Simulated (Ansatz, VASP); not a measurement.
**One calculation of La, two programs**

File INCAR:

```
SYSTEM = La
  PREC = Accurate
  ENCUT = 520
  EDIFF = 1E-8
  ISMEAR = -1
  SIGMA = 0.03
  LREAL = .FALSE.
  LASPH = .TRUE.
  NELM = 60
  ALGO = Normal
  ISIF = 2
  LWAVE = .FALSE.
  LCHARG = .FALSE.
  LEFG = .TRUE.
  NBANDS = 12
```

KPOINTS

```
regular mesh
0
G
  11 11 11
  0 0 0
```

File POSCAR:

```
La
1.0
   -2.1517794217      2.1517794217      2.1517794217
    2.1517794217     -2.1517794217      2.1517794217
    2.1517794217      2.1517794217     -2.1517794217
La
1
Direct
    0.0000000000      0.0000000000      0.0000000000
```

Input for Ansatz:

```yaml
crystal:
  lattice:
    - [-2.1517794217, 2.1517794217, 2.1517794217]
    - [2.1517794217, -2.1517794217, 2.1517794217]
    - [2.1517794217, 2.1517794217, -2.1517794217]
  atoms:
    - { symbol: La, position: [0.0, 0.0, 0.0] }
kpoints:
  mp_grid: { grid: [11, 11, 11] }
scf:
  occupations: { method: fermi_dirac, width: 0.03 }
hamiltonian:
  xc: lda
  pseudopotentials: { kind: paw }
output:
  forces: true
  stress: true
  eigenvalues: true
  efg: { contact_densities: true }
```

Change from the starting cell: volume scaled by 1.04, PAW files.

Alike in both runs: task electric field gradients; functional LDA; k mesh 11 × 11 × 11; occupations fermi-dirac, width 0.03 eV; no spin polarisation.

```csv
,VASP,Ansatz
version,VASP 6.6.1,Ansatz 0.2.0
potentials or method,"VASP PAW LDA potentials, release 64 (La)","PAW with Ansatz's default frozen-core files, scalar-relativistic"
plane-wave cutoff (eV),520,420
valence electrons in the cell,11,11
```

```csv
,VASP,Ansatz,Ansatz less VASP
pressure (GPa),-4.3,-4.3,+0.05
Vzz of the field gradient on the site that differs most (V/Å²),0.0,0.0,0.00
```

Ansatz warned: «gradients_without_spin_orbit».

Spin-orbit coupling is left out, which matters for the levels of La.
